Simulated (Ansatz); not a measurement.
# GaN: stress in a strained cell

GaN is deformed so: zz strain of +1 %. What stress and forces result, by LAPW, PAW and all-electron datasets made for the crystal?

Method: DFT PBEsol, scalar-relativistic, in Ansatz 0.2.0.

2 further runs of the same task are left out: 2 set aside as unsound or not needed.

## 1. The starting structure

The structure is cubic, space group Fm-3m (No. 225). The conventional cell has a = 3.985 Å, b = 3.985 Å, c = 3.985 Å, α = 90.00°, β = 90.00°, γ = 90.00°. Around Ga (site symmetry m-3m) lie 6 N at 1.99 Å. N (site symmetry m-3m) is surrounded by 6 Ga at 1.99 Å.

As a file:

```cif
data_structure
_symmetry_space_group_name_H-M 'Fm-3m'
_symmetry_Int_Tables_number 225
_cell_length_a 3.9850
_cell_length_b 3.9850
_cell_length_c 3.9850
_cell_angle_alpha 90.000
_cell_angle_beta 90.000
_cell_angle_gamma 90.000
_cell_volume 63.28
loop_
_atom_site_label
_atom_site_type_symbol
_atom_site_symmetry_multiplicity
_atom_site_Wyckoff_symbol
_atom_site_fract_x
_atom_site_fract_y
_atom_site_fract_z
_atom_site_occupancy
Ga1 Ga 4 b 0.50000 0.00000 0.00000 1
N1 N 4 a 0.00000 0.00000 0.00000 1
```

The file gives the conventional cell by its symmetry; the runs use the cell typed in the input.

Atoms are numbered in the order of the input: Ga1, N2.

## 2. The deformed structure

Space group Fm-3m before, I4/mmm after.

## 3. Full-potential LAPW

Contents of input.yaml:

```yaml
crystal:
  lattice:
    - [0.0, 1.9925, 2.012425]
    - [1.9925, 0.0, 2.012425]
    - [1.9925, 1.9925, 0.0]
  atoms:
    - { symbol: Ga, position: [0.5, 0.5, 0.5] }
    - { symbol: "N", position: [0.0, 0.0, 0.0] }
kpoints:
  mp_grid: { grid: [10, 10, 10] }
  band_path:
    path:
      - [0.0, 0.0, 0.0]
      - [0.0, 0.5, 0.5]
      - [0.25, 0.75, 0.5]
      - [0.0, 0.5, 0.0]
      - [0.0, 0.0, 0.0]
      - [0.5, 0.5, 0.0]
      - [0.3725370062, 0.6274629938, 0.0]
      - [-0.3725370062, 0.3725370062, 0.0]
      - [0.0, 0.0, 0.0]
    npoints: 5
scf:
  occupations: { method: fermi_dirac, width: 0.02 }
hamiltonian:
  xc: pbesol
  pseudopotentials: { kind: all_electron, lapw: { basis_error: 0.00025 } }
output:
  forces: true
  stress: true
  eigenvalues: true
```

Started as:

```console
> ansatz run input.yaml --threads 1 --pin off --max-ram 3072MiB --backend cpu --events-out ev --progress --plain --runs-dir out
```

Log (excerpt; [...] marks lines left out):

```text
LAPW: plane waves up to 11.088 Å⁻¹, error target 2.5e-4 eV per atom; small_component_spin mean_spin; N in spheres of 0.881 Å, 7 of its electrons in bands, Dirac shells []; Ga in spheres of 1.112 Å, 21 of its electrons in bands, Dirac shells []
[...]
Pseudopotentials: kind: all_electron
Pseudopotential: Ga, LAPW, valence charge 21, Koelling and Harmon's equation, gaussian nucleus
Pseudopotential: N, LAPW, valence charge 7, Koelling and Harmon's equation, gaussian nucleus
Functional definition: PBEsol
[...]
Crystal: 2 atoms, lattice volume = 15.979 Å³
Basis set: ecut = 468.40921148851186 eV, 339 PW (Γ), exchange–correlation at level 2
Bands: 18, of which v1, the nominal top of the filled ones, is band 14 counted from 1 (13 counted from 0)
Symmetry: 16 space group operations
Space group: I4/mmm (ITA 139), of the structure as read, at distance tolerance 2.5e-5 Å
k-points: 102 of 1000
[...]
SCF iter   1: F=—  HF=-54346.506287 eV  |F-HF|=—  |Δ(HF+E_count)|=         —  Δρ=1.56e-1  dr2=4.00e0  ethr=1.43e-2  ⟨swp⟩=2.0  Hψ=11889  notcnv=0
[...]
the basis was enlarged: its passes take 219.0 KiB over the memory plan, 1 of 1 planned eigensolver slots
[...]
SCF iter   7: F=-54344.559565 eV  HF=-54344.559565 eV  |F-HF|=2.18e-11  |Δ(HF+E_count)|=   7.57e-7  Δρ=8.45e-6  dr2=5.74e-9  ethr=3.11e-9  ⟨swp⟩=2.4  Hψ=5141  notcnv=0
[...]
NSCF: frozen V_eff on 41 k-points
SCF converged after 7 iterations
Free energy (F): -54344.559565 eV
[...]
E sigma→0 (E₀):  -54344.559565 eV
Fermi energy:    19.604591 eV
[...]
--- Forces (eV/Å), atoms counted from 1 ---
  atom   1  Ga    -0.00000000     0.00000000    -0.00000000
  atom   2  N     -0.00000000    -0.00000000     0.00000000
[...]
--- Stress (GPa, compression-positive) ---
       55.843965       0.000000       0.000000
        0.000000      55.843965       0.000000
        0.000000       0.000000      51.074922
  P = ⅓ Tr σ = 54.2543 GPa (542.543 kbar)
--- Band table (eV; the first three rows and the last of 102) ---
  k-point 0: bands = ["-354.6068", "-123.5597", "-74.4887", "-74.4790", "-74.4790", "-0.3545", "4.6683", "4.6810", "4.6810", "4.8172", "4.8329", "18.0128", "18.0128", "18.1045", "23.0967", "34.1851", "34.2645", "34.2645"]
[...]
```

Wall time 10 s (1 thread of Intel Xeon 6975P-C (Granite Rapids), shared host); peak memory 0.45 GiB.

This run gives: pressure 54.25 GPa; gap 1.59 eV.

## 4. PAW with frozen cores

Contents of input.yaml:

```yaml
crystal:
  lattice:
    - [0.0, 1.9925, 2.012425]
    - [1.9925, 0.0, 2.012425]
    - [1.9925, 1.9925, 0.0]
  atoms:
    - { symbol: Ga, position: [0.5, 0.5, 0.5] }
    - { symbol: "N", position: [0.0, 0.0, 0.0] }
kpoints:
  mp_grid: { grid: [10, 10, 10] }
scf:
  occupations: { method: fermi_dirac, width: 0.02 }
hamiltonian:
  xc: pbesol
  pseudopotentials: { kind: paw }
output:
  forces: true
  stress: true
  eigenvalues: true
  efg: { contact_densities: true }
```

Started as:

```console
> ansatz run input.yaml --threads 1 --pin off --max-ram 3072MiB --backend cpu --events-out ev --progress --plain --runs-dir out
```

Log (excerpt; [...] marks lines left out):

```text
[...]
Pseudopotentials: kind: paw
Pseudopotential: Ga, paw, valence charge 13, recommended cutoff 420 eV (normal)
Pseudopotential: N, paw, valence charge 5, recommended cutoff 420 eV (normal)
Functional definition: PBEsol
[...]
Crystal: 2 atoms, lattice volume = 15.979 Å³
Basis set: ecut = 420 eV, 331 PW (Γ), exchange–correlation on 40×40×40 points (8 copies of the dense FFT grid, shifted against one another)
Bands: 13, of which v1, the nominal top of the filled ones, is band 9 counted from 1 (8 counted from 0)
Symmetry: 16 space group operations
Space group: I4/mmm (ITA 139), of the structure as read, at distance tolerance 2.5e-5 Å
k-points: 102 of 1000
[...]
SCF iter   1: F=—  HF=-4121.592979 eV  |F-HF|=—  |Δ(HF+E_count)|=         —  Δρ=1.63e-2  dr2=3.46e-2  ethr=1.77e-3  ⟨swp⟩=4.8  Hψ=6866  notcnv=0
[...]
Fermi energy:    17.081763 eV
[...]
--- Forces (eV/Å), atoms counted from 1 ---
  atom   1  Ga     0.00000000     0.00000000     0.00000000
  atom   2  N     -0.00000000    -0.00000000     0.00000000
[...]
--- Stress (GPa, compression-positive) ---
       55.728374       0.000000       0.000000
        0.000000      55.728374       0.000000
        0.000000       0.000000      50.952484
  P = ⅓ Tr σ = 54.1364 GPa (541.364 kbar)
--- PAW observables at the nuclei: V_zz in 10²¹ V/m², potentials from the cell's mean, atoms counted from 1 ---
  atom   1  Ga V_zz =    +1.041138   η = 0.0000   by run symmetry: allowed
            electrostatic potential = -4141.419958 V   contact ρ = 187020.087992 e/Å³
  atom   2  N  V_zz =    -0.046690   η = 0.0000   by run symmetry: allowed
            electrostatic potential = -525.348023 V   contact ρ = 1403.789532 e/Å³
--- Band table (eV; the first three rows and the last of 102) ---
  k-point 0: bands = ["-2.8783", "2.1614", "2.1737", "2.1737", "2.3105", "2.3269", "15.4853", "15.4853", "15.5769", "20.5492", "31.6725", "31.7513", "31.7513"]
[...]
```

Wall time 1.6 s (1 thread of Intel Xeon 6975P-C (Granite Rapids), shared host); peak memory 0.4 GiB.

Read from it: pressure 54.14 GPa; gap on the k mesh 1.59 eV; Vzz Ga1 1.04 (η = 0.00), N2 -0.05 (η = 0.00) (10²¹ V/m²).

## 5. Datasets made for this crystal

Edit input.yaml of step 4 so:

```diff
@@ -14,3 +14,3 @@
   xc: pbesol
-  pseudopotentials: { kind: paw }
+  pseudopotentials: { kind: all_electron, datasets: crystal }
 output:
```

Started as:

```console
> ansatz run input.yaml --threads 1 --pin off --max-ram 3072MiB --backend cpu --events-out ev --progress --plain --runs-dir out
```

Log (excerpt; [...] marks lines left out):

```text
[...]
Pseudopotentials: kind: all_electron
Pseudopotential: Ga, paw, valence charge 21, recommended cutoff 460 eV (normal), Koelling and Harmon's equation, gaussian nucleus
Pseudopotential: N, paw, valence charge 5, recommended cutoff 460 eV (normal), Koelling and Harmon's equation, gaussian nucleus
Functional definition: PBEsol
[...]
Crystal: 2 atoms, lattice volume = 15.979 Å³
Basis set: ecut = 460 eV, 339 PW (Γ), exchange–correlation on 40×40×40 points (8 copies of the dense FFT grid, shifted against one another)
Bands: 13, of which v1, the nominal top of the filled ones, is band 9 counted from 1 (8 counted from 0)
Symmetry: 16 space group operations
Space group: I4/mmm (ITA 139), of the structure as read, at distance tolerance 2.5e-5 Å
k-points: 102 of 1000
[...]
  atom   1  Ga     0.00000000    -0.00000000    -0.00000000
  atom   2  N     -0.00000000     0.00000000     0.00000000
[...]
--- Stress (GPa, compression-positive) ---
       55.843857       0.000000       0.000000
        0.000000      55.843857       0.000000
        0.000000       0.000000      51.075540
  P = ⅓ Tr σ = 54.2544 GPa (542.544 kbar)
  It holds what live shells' own plane waves past their cutoff add
--- PAW observables at the nuclei: V_zz in 10²¹ V/m², potentials from the cell's mean, atoms counted from 1 ---
  atom   1  Ga V_zz =    +1.023914   η = 0.0000   by run symmetry: allowed
            electrostatic potential = -4139.524552 V   contact ρ = 187087.987472 e/Å³
  atom   2  N  V_zz =    -0.028370   η = 0.0000   by run symmetry: allowed
            electrostatic potential = -524.537208 V   contact ρ = 1404.027926 e/Å³
--- Band table (eV; the first three rows and the last of 102) ---
  k-point 0: bands = ["-0.3545", "4.6682", "4.6811", "4.6811", "4.8173", "4.8328", "18.0128", "18.0128", "18.1045", "23.0968", "34.1851"]
[...]
```

It took 6.8 s on 1 thread of Intel Xeon 6975P-C (Granite Rapids), shared host; peak memory 0.56 GiB.

This run gives: pressure 54.25 GPa; gap on the k mesh 1.59 eV; Vzz Ga1 1.02 (η = 0.00), N2 -0.03 (η = 0.00) (10²¹ V/m²).

## 6. Side by side

Stress (GPa, compression positive):

| method | xx | yy | zz | yz | xz | xy |
| --- | --- | --- | --- | --- | --- | --- |
| LAPW, undeformed (earlier run) | 58.81 | 58.81 | 58.81 | 0.00 | 0.00 | 0.00 |
| LAPW | 55.84 | 55.84 | 51.07 | 0.00 | 0.00 | 0.00 |
| PAW | 55.73 | 55.73 | 50.95 | 0.00 | 0.00 | 0.00 |
| crystal datasets | 55.84 | 55.84 | 51.08 | 0.00 | 0.00 | 0.00 |

| method | pressure (GPa) | gap on the k mesh (eV) | Vzz Ga1 (10²¹ V/m²) | Vzz N2 (10²¹ V/m²) | SCF cycles, all passes |
| --- | --- | --- | --- | --- | --- |
| LAPW | 54.25 | 1.59 | – | – | 7 |
| PAW | 54.14 | 1.59 | 1.04 | -0.05 | 6 |
| crystal datasets | 54.25 | 1.59 | 1.02 | -0.03 | 8 |

## 7. What came out

```
                                 quantity                                              value
                                 pressure  LAPW 54.25, PAW 54.14, crystal datasets 54.25 GPa
largest shear or deviatoric stress (LAPW)                                           3.18 GPa
```

In words: Against the undeformed cell the largest change of stress is -7.73 GPa, in the zz component, with the atoms carried along and not relaxed. PAW: stress within 0.12 GPa of LAPW. Crystal datasets: stress within 0.01 GPa of LAPW.
